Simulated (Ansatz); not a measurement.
**ZnF2: phonons and Grüneisen parameters**

Aim: phonons by finite displacements on a 1×1×1 mesh of wavevectors, at three volumes, and the mode Grüneisen parameters. Runs: cell and atoms relaxed (PAW); volume scaled by 0.985, atoms relaxed (PAW); volume scaled by 1.015, atoms relaxed (PAW); reference run (PAW); volume scaled by 0.985 (PAW); volume scaled by 1.015 (PAW); mode Grüneisen parameters (PAW); linear response at the zone centre with the field response (PAW).

Method: DFT r²SCAN, frozen-core PAW, scalar-relativistic unless said, in Ansatz 0.2.0.

2 further runs of the same task are left out: 1 that didn't finish, 1 set aside as unsound or not needed. Runs told in other sessions of the task aren't counted.

### 1 The structure to begin with

Symmetry: P4_2/mnm, No. 136, tetragonal system. Conventional cell: a = 4.705 Å, b = 4.705 Å, c = 3.134 Å, α = 90.00°, β = 90.00°, γ = 90.00°. Around Zn (site symmetry mmm) lie 6 F at 2.01 to 2.05 Å. F (site symmetry m2m) is surrounded by 3 Zn at 2.01 to 2.05 Å.

As a file:

```
Zn F
1.0
     4.70480    0.00000    0.00000
     0.00000    4.70480    0.00000
     0.00000    0.00000    3.13380
Zn F
2 4
Direct
  0.00000 0.00000 0.00000
  0.50000 0.50000 0.50000
  0.30240 0.30240 0.00000
  0.19760 0.80240 0.50000
  0.69760 0.69760 0.00000
  0.80240 0.19760 0.50000
```

Cartesian axes are those of the input's lattice vectors. The structure goes back to a database entry.

### 2 Cell and atoms relaxed, PAW

The input, input.yaml:

```yaml
crystal:
  lattice:
    - [4.7048, 0.0, 0.0]
    - [0.0, 4.7048, 0.0]
    - [0.0, 0.0, 3.1338]
  atoms:
    - { symbol: Zn, position: [0.0, 0.0, 0.0] }
    - { symbol: Zn, position: [0.5, 0.5, 0.5] }
    - { symbol: F, position: [0.3024, 0.3024, 0.0] }
    - { symbol: F, position: [0.1976, 0.8024, 0.5] }
    - { symbol: F, position: [0.6976, 0.6976, 0.0] }
    - { symbol: F, position: [0.8024, 0.1976, 0.5] }
kpoints:
  mp_grid: { grid: [6, 6, 8] }
scf:
  occupations: { method: fermi_dirac, width: 0.1 }
hamiltonian:
  xc: r2scan
  pseudopotentials: { kind: paw }
relax:
  f_tol: 0.002
  max_steps: 80
  cell: {}
output:
  forces: true
  stress: true
```

On the command line:

```sh
$ ansatz run input.yaml --threads 2 --pin off --max-ram 6144MiB --backend cpu --events-out ev --progress --plain --runs-dir out
```

### 4 Volume scaled by 0.985, atoms relaxed, PAW

The input, input.yaml:

```yaml
crystal:
  lattice:
    - [4.67983655925, 0.0, 0.0]
    - [0.0, 4.67983655925, 0.0]
    - [0.0, 0.0, 3.11096580925]
  atoms:
    - { symbol: Zn, position: [0.0, 0.0, 0.0] }
    - { symbol: Zn, position: [0.5, 0.5, 0.5] }
    - { symbol: F, position: [0.303191606813, 0.303191606813, 0.0] }
    - { symbol: F, position: [0.196808393187, 0.803191606813, 0.5] }
    - { symbol: F, position: [0.696808393187, 0.696808393187, 0.0] }
    - { symbol: F, position: [0.803191606813, 0.196808393187, 0.5] }
kpoints:
  mp_grid: { grid: [4, 4, 6] }
scf:
  occupations: { method: fixed }
hamiltonian:
  xc: r2scan
  pseudopotentials: { kind: paw }
relax:
  f_tol: 0.002
  max_steps: 80
output:
  forces: true
  stress: true
  write_density: true
  write_potential: true
  elf: true
  volumetric_format: npy
```

### 5 Volume scaled by 1.015, atoms relaxed, PAW

Changes to input.yaml since step 4:

```diff
@@ -2,5 +2,5 @@
   lattice:
-    - [4.67983655925, 0.0, 0.0]
-    - [0.0, 4.67983655925, 0.0]
-    - [0.0, 0.0, 3.11096580925]
+    - [4.72687324422, 0.0, 0.0]
+    - [0.0, 4.72687324422, 0.0]
+    - [0.0, 0.0, 3.14223389242]
   atoms:
@@ -25,5 +25 @@
   stress: true
-  write_density: true
-  write_potential: true
-  elf: true
-  volumetric_format: npy
```

### 6 Reference run, PAW

Changes to input.yaml since step 5:

```diff
@@ -2,5 +2,5 @@
   lattice:
-    - [4.72687324422, 0.0, 0.0]
-    - [0.0, 4.72687324422, 0.0]
-    - [0.0, 0.0, 3.14223389242]
+    - [4.70347249835, 0.0, 0.0]
+    - [0.0, 4.70347249835, 0.0]
+    - [0.0, 0.0, 3.1266780243]
   atoms:
@@ -19,7 +19,3 @@
   pseudopotentials: { kind: paw }
-relax:
-  f_tol: 0.002
-  max_steps: 80
-output:
-  forces: true
-  stress: true
+phonons:
+  supercell: [1, 1, 1]
```

### 7 Volume scaled by 0.985, PAW

The input, input.yaml:

```yaml
crystal:
  lattice:
    - [4.67983655925, 0.0, 0.0]
    - [0.0, 4.67983655925, 0.0]
    - [0.0, 0.0, 3.11096580925]
  atoms:
    - { symbol: Zn, position: [0.0, 0.0, 0.0] }
    - { symbol: Zn, position: [0.5, 0.5, 0.5] }
    - { symbol: F, position: [0.302772113815, 0.302772113815, 0.0] }
    - { symbol: F, position: [0.197227886185, 0.802772113815, 0.5] }
    - { symbol: F, position: [0.697227886185, 0.697227886185, 0.0] }
    - { symbol: F, position: [0.802772113815, 0.197227886185, 0.5] }
kpoints:
  mp_grid: { grid: [4, 4, 6] }
scf:
  occupations: { method: fixed }
hamiltonian:
  xc: r2scan
  pseudopotentials: { kind: paw }
phonons:
  supercell: [1, 1, 1]
```

### 8 Volume scaled by 1.015, PAW

The input, input.yaml:

```yaml
crystal:
  lattice:
    - [4.72687324422, 0.0, 0.0]
    - [0.0, 4.72687324422, 0.0]
    - [0.0, 0.0, 3.14223389242]
  atoms:
    - { symbol: Zn, position: [0.0, 0.0, 0.0] }
    - { symbol: Zn, position: [0.5, 0.5, 0.5] }
    - { symbol: F, position: [0.303653930807, 0.303653930807, 0.0] }
    - { symbol: F, position: [0.196346069193, 0.803653930807, 0.5] }
    - { symbol: F, position: [0.696346069193, 0.696346069193, 0.0] }
    - { symbol: F, position: [0.803653930807, 0.196346069193, 0.5] }
kpoints:
  mp_grid: { grid: [4, 4, 6] }
scf:
  occupations: { method: fixed }
hamiltonian:
  xc: r2scan
  pseudopotentials: { kind: paw }
phonons:
  supercell: [1, 1, 1]
```

### 10 Linear response at the zone centre with the field response, PAW

The input, input.yaml:

```yaml
crystal:
  lattice:
    - [4.70347249835, 0.0, 0.0]
    - [0.0, 4.70347249835, 0.0]
    - [0.0, 0.0, 3.1266780243]
  atoms:
    - { symbol: Zn, position: [0.0, 0.0, 0.0] }
    - { symbol: Zn, position: [0.5, 0.5, 0.5] }
    - { symbol: F, position: [0.303191606813, 0.303191606813, 0.0] }
    - { symbol: F, position: [0.196808393187, 0.803191606813, 0.5] }
    - { symbol: F, position: [0.696808393187, 0.696808393187, 0.0] }
    - { symbol: F, position: [0.803191606813, 0.196808393187, 0.5] }
kpoints:
  mp_grid: { grid: [4, 4, 6] }
scf:
  occupations: { method: fixed }
hamiltonian:
  xc: r2scan
  pseudopotentials: { kind: paw }
phonons:
  method: dfpt
  dielectric: true
  rigid_motions: translations
```

(Steps that only read results are left out.)

Before running it: what results should come out? Wanted: highest mode on the mesh, without the LO shift; optical modes at Γ; ε∞.

**Answer**, as computed:

| quantity | value |
| --- | --- |
| highest mode on the mesh, without the LO shift (PAW) | 521 cm⁻¹ |
| optical modes at Γ | 59 (B1g), 119 (B1u), 168 (Eu), 246 (Eu), 247 (Eg), 251 (A2g), 297 (A2u), 343 (A1g) cm⁻¹ |
| mean Grüneisen parameter at 300 K (PAW) | 0.01 |
| ε∞ | 2.38, 2.38, 2.48 |

In words: No mode at Γ is unstable, and no other wavevector was sampled; the highest lies at 521 cm⁻¹ by PAW. Weighted by heat capacity at 300 K the mean Grüneisen parameter of the sampled modes is 0.01; optical modes at Γ alone don't fix the expansion. A γ over 10 in size belongs to a mode near zero frequency and has no meaning. Some modes have negative γ and soften under compression. With the field of the polar modes, the highest mode near Γ lies at 521 cm⁻¹. Each set of modes is computed in the harmonic approximation. Cautions: frozen-core PAW files fitted under PBE, their cores solved anew for the functional of the run; zone-boundary modes aren't tested.
